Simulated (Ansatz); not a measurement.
An Ansatz (a quantum-chemistry and plane-wave program) run: ZrO2 with a change (tensor shear ε_xy = +1.75 %); r2SCAN, PAW, 500 eV (Ansatz; no spin-orbit coupling).

Input:

Ansatz 0.2 input:
```yaml
crystal:
  lattice:
    - [0.0445315393, 2.5446593907, 2.5446593907]
    - [2.5446593907, 0.0445315393, 2.5446593907]
    - [2.58919093, 2.58919093, 0]
  atoms:
    - { symbol: Zr, position: [0, 0, 0] }
    - { symbol: O, position: [0.25, 0.25, 0.25] }
    - { symbol: O, position: [0.75, 0.75, 0.75] }
basis: { ecutwfc: 500, ecutrho_ratio: 4, xc_grid: 4, fft_grid_basis: typed }
kpoints: { mp_grid: { grid: [11, 11, 11] } }
hamiltonian:
  xc: r2scan
  dispersion: none
  pseudopotentials: { kind: paw }
scf: { occupations: { method: fermi_dirac, width: 0.05 }, convergence: { dr2_threshold: 0.0000000003 } }
relax: { f_tol: 0.005, max_steps: 50 }
output: { forces: true, stress: true }
checkpoint: { write: state.ck, write_every: 1000 }
```

Output (explanatory and most iteration lines left out):

```
Relaxation: its limit of steps is 50 (relax.max_steps)
Pseudopotential: Zr, paw, valence charge 12
Pseudopotential: O, paw, valence charge 6
Crystal: 3 atoms, lattice volume = 32.945 Å³
Basis set: ecut = 500 eV, 865 PW (Γ), exchange–correlation on 108×108×108 points (64 copies of the dense FFT grid, shifted against one another)
Bands: 16, of which v1, the nominal top of the filled ones, is band 12 counted from 1 (11 counted from 0)
Symmetry: 8 space group operations
Space group: Immm (ITA 71), of the structure as read, at distance tolerance 3.2e-5 Å
k-points: 216 of 1331
Functional: x = r2scan, c = r2scan; τ floored in thin density (d = 2e-4 eV/Å³)
SCF iter   1: F=—  HF=-5337.981698 eV  |F-HF|=—  |Δ(HF+E_count)|=         —  Δρ=1.63e-2  dr2=1.07e-1  dr2_τ=1.94e-1  ethr=1.77e-3  ⟨swp⟩=6.0  Hψ=17172  notcnv=0
SCF iter   2: F=—  HF=-5338.053701 eV  |F-HF|=—  |Δ(HF+E_count)|=   7.20e-2  Δρ=1.21e-2  dr2=2.73e-2  dr2_τ=1.02e-2  ethr=4.47e-4  ⟨swp⟩=2.7  Hψ=7940  notcnv=0
SCF 1 converged in 8 iterations: F = -5338.047683 eV  dr2 = 4.10e-11
relax step   1: F+E_penalty+E_count = -5338.04768273 eV  Δ(F+E_penalty+E_count) = +0.000e0 eV  max|allowed force component| = 2.344e-1 eV/Å  Δτ_max = 0.0000 Å  (8 SCF iters, accepted)
Crystal: 3 atoms, lattice volume = 32.945 Å³
SCF iter   1: F=—  HF=-5338.049825 eV  |F-HF|=—  |Δ(HF+E_count)|=         —  Δρ=1.32e-3  dr2=5.91e-4  dr2_τ=1.61e-2  ethr=2.26e-6  ⟨swp⟩=2.1  Hψ=13575  notcnv=0
SCF iter   2: F=—  HF=-5338.050456 eV  |F-HF|=—  |Δ(HF+E_count)|=   6.31e-4  Δρ=5.38e-4  dr2=6.34e-5  dr2_τ=9.64e-6  ethr=2.26e-6  ⟨swp⟩=2.0  Hψ=5597  notcnv=0
SCF 2 converged in 7 iterations: F = -5338.050465 eV  dr2 = 4.06e-11
relax step   2: F+E_penalty+E_count = -5338.05046519 eV  Δ(F+E_penalty+E_count) = -2.782e-3 eV  max|allowed force component| = 2.789e-2 eV/Å  Δτ_max = 0.0135 Å  (7 SCF iters, accepted)
Crystal: 3 atoms, lattice volume = 32.945 Å³
SCF iter   1: F=—  HF=-5338.050497 eV  |F-HF|=—  |Δ(HF+E_count)|=         —  Δρ=1.41e-4  dr2=6.60e-6  dr2_τ=1.82e-4  ethr=2.79e-7  ⟨swp⟩=2.1  Hψ=8654  notcnv=0
SCF iter   2: F=—  HF=-5338.050506 eV  |F-HF|=—  |Δ(HF+E_count)|=   8.50e-6  Δρ=5.74e-5  dr2=7.36e-7  dr2_τ=1.06e-7  ethr=2.75e-8  ⟨swp⟩=2.0  Hψ=6837  notcnv=0
SCF 3 converged in 6 iterations: F = -5338.050505 eV  dr2 = 1.38e-10
relax step   3: F+E_penalty+E_count = -5338.05050515 eV  Δ(F+E_penalty+E_count) = -3.995e-5 eV  max|allowed force component| = 1.886e-5 eV/Å  Δτ_max = 0.0014 Å  (6 SCF iters, accepted)
Crystal: 3 atoms, lattice volume = 32.945 Å³
SCF iter   1: F=—  HF=-5338.050505 eV  |F-HF|=—  |Δ(HF+E_count)|=         —  Δρ=7.88e-7  dr2=1.38e-10  dr2_τ=7.10e-12  ethr=1.00e-12  ⟨swp⟩=1.0  Hψ=20316  notcnv=0
SCF iter   2: F=-5338.050505 eV  HF=-5338.050505 eV  |F-HF|=3.46e-11  |Δ(HF+E_count)|=  5.46e-12  Δρ=4.63e-7  dr2=5.22e-11  dr2_τ=1.34e-11  ethr=1.00e-12  ⟨swp⟩=4.0  Hψ=10805  notcnv=0
SCF 4 converged in 2 iterations: F = -5338.050505 eV  dr2 = 5.22e-11
SCF converged after 2 iterations
Free energy (F): -5338.050505 eV
Internal energy: -5338.050505 eV  (E = F + TS)
E sigma→0 (E₀):  -5338.050505 eV
Fermi energy:    13.808724 eV
--- Forces (eV/Å), atoms counted from 1 ---
  atom   1  Zr     0.00000000     0.00000000    -0.00000000
  atom   2  O     -0.00000000     0.00000000    -0.00001937
  atom   3  O      0.00000000    -0.00000000     0.00001937
--- Stress (GPa, compression-positive) ---
        0.209566      -2.479364       0.000000
       -2.479364       0.209566      -0.000000
        0.000000      -0.000000       0.137364
  P = ⅓ Tr σ = 0.1855 GPa (1.855 kbar)
--- Relaxed structure (3 steps of the walk, 3 accepted, 0 SCFs on fresh bases) ---
  atoms:
    - { symbol: Zr, position: [2.1303483217595885e-19, 2.130348321759588e-19, -2.1303483217595885e-19] }
    - { symbol: O, position: [0.24763420844486062, 0.24763420844486062, 0.2523657915551394] }
    - { symbol: O, position: [0.7523657915551395, 0.7523657915551395, 0.7476342084448607] }
```

The cells carry an imposed strain or load. Whether these cells are dynamically stable was not tested. The cell was made from ZrO₂ in the fluorite structure (space group Fm-3m, No. 225) by this change: tensor shear ε_xy = +1.75 %. This is not the structure that ZrO2 has at room temperature and ambient pressure.
